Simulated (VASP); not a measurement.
# GaP (F-43m) in VASP: a series of runs

Aim: see how the results for GaP move with the level of theory and the settings. Levels: HSE03, PBE. Tasks: band structure.

Everything below comes from runs of VASP 6.6.1. Logs are shortened: lines on timing, memory, paths and dates and some standing lists are left out, and cuts for length are marked.

**What was measured.**

“Stacking defects in GaP nanowires: Electronic structure and optical properties”, 2018, arxiv:1810.01194 quotes, for a bulk crystal of GaP at 10 K: band gap 2.34 eV (indirect).

The runs below are set against these values where they give the same quantity.

**1. The structure**

The structure is cubic, space group F-43m (No. 216). The conventional cell has a = 5.451 Å, b = 5.451 Å, c = 5.451 Å, α = 90.00°, β = 90.00°, γ = 90.00°. Around Ga (site symmetry -43m) lie 4 P at 2.36 Å. Around P (site symmetry -43m) lie 4 Ga at 2.36 Å.

**2. Band structure, HSE03**

Input file POSCAR:

```
GaP
1.0
    0.0000000000      2.7252500000      2.7252500000
    2.7252500000      0.0000000000      2.7252500000
    2.7252500000      2.7252500000      0.0000000000
Ga P
1 1
Direct
    0.0000000000      0.0000000000      0.0000000000
    0.7500000000      0.7500000000      0.7500000000
```

Input file INCAR.step1:

```
PREC = Accurate ; ENCUT = 520
EDIFF = 1E-5 ; ISMEAR = -1
SIGMA = 0.05 ; LREAL = False
LASPH = True ; NELM = 60
ALGO = Normal ; ISIF = 2
LWAVE = True ; LCHARG = False
GGA = PE
```

Input file INCAR.step2:

```
PREC = Accurate ; ENCUT = 520
EDIFF = 1E-6 ; ISMEAR = -1
SIGMA = 0.05 ; LREAL = False
LASPH = True ; NELM = 60
ALGO = Normal ; ISIF = 2
LWAVE = False ; LCHARG = False
GGA = PE ; LHFCALC = True
HFSCREEN = 0.3 ; PRECFOCK = Fast
ISTART = 1
```

Input file KPOINTS:

```
regular mesh
0
Gamma
  4 4 4
```

Input file KPOINTS_OPT:

```
path GXWKGLUWLK,UX
10
line-mode
reciprocal
 0.0000000000  0.0000000000  0.0000000000  G
 0.5000000000  0.0000000000  0.5000000000  X

 0.5000000000  0.0000000000  0.5000000000  X
 0.5000000000  0.2500000000  0.7500000000  W

 0.5000000000  0.2500000000  0.7500000000  W
 0.3750000000  0.3750000000  0.7500000000  K

 0.3750000000  0.3750000000  0.7500000000  K
 0.0000000000  0.0000000000  0.0000000000  G

 0.0000000000  0.0000000000  0.0000000000  G
 0.5000000000  0.5000000000  0.5000000000  L

 0.5000000000  0.5000000000  0.5000000000  L
 0.6250000000  0.2500000000  0.6250000000  U

 0.6250000000  0.2500000000  0.6250000000  U
 0.5000000000  0.2500000000  0.7500000000  W

 0.5000000000  0.2500000000  0.7500000000  W
 0.5000000000  0.5000000000  0.5000000000  L

 0.5000000000  0.5000000000  0.5000000000  L
 0.3750000000  0.3750000000  0.7500000000  K

 0.6250000000  0.2500000000  0.6250000000  U
 0.5000000000  0.0000000000  0.5000000000  X
```

Potentials or basis: VASP PAW PBE potentials, release 64 (Ga_d, P).

The run is started by

```console
> cat potpaw_PBE.64/Ga_d/POTCAR potpaw_PBE.64/P/POTCAR > POTCAR
> cp INCAR.step1 INCAR
> mpirun -np 1 vasp_std > vasp.out
> cp INCAR.step2 INCAR
> mpirun -np 1 vasp_std > vasp.out
```

OUTCAR:

```text
PREC = Accurate
   ENCUT = 520
   EDIFF = 1E-6
   ISMEAR = -1
   LREAL = False
   LASPH = True
   NELM = 60
   ISIF = 2
   GGA = PE
   LHFCALC = True
   HFSCREEN = 0.3
   PRECFOCK = Fast
   ISTART = 1

 ion  position               nearest neighbor table
   1  0.000  0.000  0.000-   2 2.36   2 2.36   2 2.36   2 2.36
   2  0.750  0.750  0.750-   1 2.36   1 2.36   1 2.36   1 2.36

  LATTYP: Found a face centered cubic cell.
 ALAT       =     5.4505000000

  Lattice vectors:

 A1 = (   0.0000000000,   2.7252500000,   2.7252500000)
 A2 = (   2.7252500000,   0.0000000000,   2.7252500000)
 A3 = (   2.7252500000,   2.7252500000,   0.0000000000)

Analysis of symmetry for initial positions (statically):
=====================================================================
 Subroutine PRICEL returns:
 Original cell was already a primitive cell.

 Routine SETGRP: Setting up the symmetry group for a
 face centered cubic supercell.

 Subroutine GETGRP returns: Found 24 space group operations
 (whereof 24 operations were pure point group operations)
 out of a pool of 48 trial point group operations.

The static configuration has the point symmetry T_d .

Analysis of symmetry for dynamics (positions and initial velocities):
=====================================================================
 Subroutine PRICEL returns:
 Original cell was already a primitive cell.

 Routine SETGRP: Setting up the symmetry group for a
 face centered cubic supercell.

 Subroutine GETGRP returns: Found 24 space group operations
 (whereof 24 operations were pure point group operations)
 out of a pool of 48 trial point group operations.

The dynamic configuration has the point symmetry T_d .

 Subroutine INISYM returns: Found 24 space group operations
 (whereof 24 operations are pure point group operations),
 and found     1 'primitive' translations

----------------------------------------------------------------------------------------

                                     Primitive cell

  volume of cell :      40.4808

  direct lattice vectors                    reciprocal lattice vectors
     0.000000000  2.725250000  2.725250000    -0.183469406  0.183469406  0.183469406
     2.725250000  0.000000000  2.725250000     0.183469406 -0.183469406  0.183469406
     2.725250000  2.725250000  0.000000000     0.183469406  0.183469406 -0.183469406

  length of vectors
[... 82 lines left out ...]
   IALGO  =     38    algorithm
   IMIX   =      1    mixing-type and parameters
     AMIX     =   0.40;   BMIX     =  1.00
     AMIX_MAG =   1.60;   BMIX_MAG =  1.00
  volume/ion in A,a.u.               =      20.24       136.59
  Fermi-wavevector in a.u.,A,eV,Ry     =   1.249538  2.361284 21.243377  1.561344
  Thomas-Fermi vector in A             =   2.383574
   LORBIT       =      0    0 simple, 1 ext, 2 COOP (PROOUT), +10 PAW based schemes
   GGA     = PE    functional components
   LHFCALC =     T    Hartree Fock is set to
   PRECFOCK=fast      Normal, Fast or Accurate (Low or Medium for compatibility)
   ENCUT4O =  -1.0   cutoff for four orbital integrals eV
   NKREDX  =     1    reduce k-point grid by
   NKREDY  =     1    reduce k-point grid by
   NKREDZ  =     1    reduce k-point grid by
   AEXX    =    0.2500 exact exchange contribution
   HFSCREEN=    0.3000 screening length (either q_TF or 0.3 A-1)
   HFSCREENC=   0.3000 screening length for correlation (either q_TF or 0.3 A-1)
   ENCUTFOCK=  -1.0 apply spherical cutoff to Coloumb kernel
   IVDW    =     0    specifies the selected vdW correction
   LEPSILON=     F    determine dielectric tensor
   LRPA    =     F    only Hartree local field effects (RPA)
 non-spin polarized calculation
  energy-cutoff  :      520.00
  volume of cell :       40.48
 maximum number of plane-waves:      1106
 NGX is ok and might be reduce to    30
  NGX = 16; NGY = 16; NGZ = 16

 number of electron      17.9999988 magnetization

 Free energy of the ion-electron system (eV)
  ---------------------------------------------------
  ext. energy  EPLUGINS =         0.00000000
  ---------------------------------------------------
  free energy    TOTEN  =       -10.35270897 eV

  energy without entropy =      -10.35270897  energy(sigma->0) =      -10.35270897

 E-fermi :   5.4098     XC(G=0):  -8.2807

 val. band max:        4.3306628484   @ k =   0.0000   0.0000   0.0000
 cond. band min:       6.4618481839   @ k =   0.5000   0.5000   0.0000
 fundamental gap:      2.1311853356
 Fermi energy:         5.4098112981

 k-point     1 :       0.0000    0.0000    0.0000
  band No.  band energies     occupation
      1     -12.6474      2.00000
      2     -12.6474      2.00000
      3     -12.6474      2.00000
      4     -12.5469      2.00000
      5     -12.5469      2.00000
      6      -9.3225      2.00000
      7       4.3307      2.00000
      8       4.3307      2.00000
      9       4.3307      2.00000
     10       6.9712      0.00000
     11       8.9098      0.00000
     12       8.9098      0.00000
     13       8.9098      0.00000
[... 98 lines left out ...]
  band No.  band energies     occupation
      1     -12.7197      2.00000
      2     -12.6124      2.00000
      3     -12.5913      2.00000
      4     -12.5613      2.00000
      5     -12.5390      2.00000
      6      -6.0365      2.00000
      7      -2.6640      2.00000
      8       0.5011      2.00000
      9       0.6938      2.00000
     10       9.6536      0.00000
     11      10.0947      0.00000
     12      11.1803      0.00000
     13      11.2593      0.00000

------------------------ aborting loop because EDIFF is reached ----------------------------------------

  FORCE on cell =-STRESS in cart. coord.  units (eV):
  Direction    XX          YY          ZZ          XY          YZ          ZX
  --------------------------------------------------------------------------------------
  -------------------------------------------------------------------------------------
  Total        0.3175052      0.3175052      0.3175052      0.0000000      0.0000000      0.0000000
  in kB       12.5664425     12.5664425     12.5664425      0.0000000      0.0000000      0.0000000
  external PRESSURE =      12.5664425 kB  Pullay stress =       0.0000000 kB

 VOLUME and BASIS-vectors are now :
 -----------------------------------------------------------------------------
  energy-cutoff  :      520.00
  volume of cell :       40.48
      direct lattice vectors                 reciprocal lattice vectors
     0.000000000  2.725250000  2.725250000    -0.183469406  0.183469406  0.183469406
     2.725250000  0.000000000  2.725250000     0.183469406 -0.183469406  0.183469406
     2.725250000  2.725250000  0.000000000     0.183469406  0.183469406 -0.183469406

 POSITION                                       TOTAL-FORCE (eV/Angst)
 -----------------------------------------------------------------------------------
      0.00000      0.00000      0.00000        -0.000000     -0.000000     -0.000000
      4.08788      4.08788      4.08788         0.000000      0.000000      0.000000
 -----------------------------------------------------------------------------------
    total drift:                               -0.000020     -0.000025     -0.000013

  FREE ENERGIE OF THE ION-ELECTRON SYSTEM (eV)
  ---------------------------------------------------
  free  energy   TOTEN  =       -10.3527089684 eV

  energy  without entropy=      -10.3527089682  energy(sigma->0) =      -10.35270897
```

It took 9 min on 1 thread of Intel Xeon Platinum 8488C (Sapphire Rapids), shared host; peak memory 0.28 GiB.

Results:

```
Free energy             : -10.3527 eV
Pressure                : 1.3 GPa
Band gap on the k mesh  : 2.13 eV, indirect (least direct gap 2.64 eV)
Band gap along the path : 2.10 eV, indirect (least direct gap 2.64 eV)
```

Levels at the corners of the path, in eV from the valence-band top:
```tsv
point	band 5	band 6	band 7	band 8	band 9	band 10	band 11	band 12	band 13
Γ	-16.88	-13.65	0.00	0.00	0.00	2.64	4.58	4.58	4.58
X	-16.86	-10.46	-7.24	-2.88	-2.88	2.13	2.40	11.81	11.84
X	-16.86	-10.46	-7.24	-2.88	-2.88	2.13	2.40	11.81	12.03
W	-16.87	-10.37	-6.99	-3.83	-3.64	5.32	5.76	6.85	6.93
W	-16.87	-10.37	-6.99	-3.83	-3.64	5.32	5.76	6.85	6.93
K	-16.87	-10.50	-7.00	-4.21	-2.42	2.75	5.54	9.22	9.23
K	-16.87	-10.50	-7.00	-4.21	-2.42	2.75	5.54	9.22	9.24
Γ	-16.88	-13.65	0.00	0.00	0.00	2.64	4.58	4.58	4.58
Γ	-16.88	-13.65	0.00	0.00	0.00	2.64	4.58	4.58	4.58
L	-16.87	-11.43	-7.13	-1.20	-1.20	2.35	5.42	5.42	9.06
L	-16.87	-11.43	-7.13	-1.20	-1.20	2.35	5.42	5.42	9.06
U	-16.87	-10.50	-7.00	-4.21	-2.42	2.75	5.54	9.22	9.23
U	-16.87	-10.50	-7.00	-4.21	-2.42	2.75	5.54	9.22	9.23
W	-16.87	-10.37	-6.99	-3.83	-3.64	5.32	5.76	6.85	6.93
W	-16.87	-10.37	-6.99	-3.83	-3.64	5.32	5.76	6.85	6.93
L	-16.87	-11.43	-7.13	-1.20	-1.20	2.35	5.42	5.42	9.06
L	-16.87	-11.43	-7.13	-1.20	-1.20	2.35	5.42	5.42	9.06
K	-16.87	-10.50	-7.00	-4.21	-2.42	2.75	5.54	9.22	9.24
U	-16.87	-10.50	-7.00	-4.21	-2.42	2.75	5.54	9.22	9.23
X	-16.86	-10.46	-7.24	-2.88	-2.88	2.13	2.40	11.81	11.84
```

Caveat: the k mesh is coarse (spacing up to 0.50 Å⁻¹), so the values aren't converged, least of all with exact exchange; the PAW data sets were made with another functional, which shifts forces and pressure a little.

(Continued in part 2 of 2.)
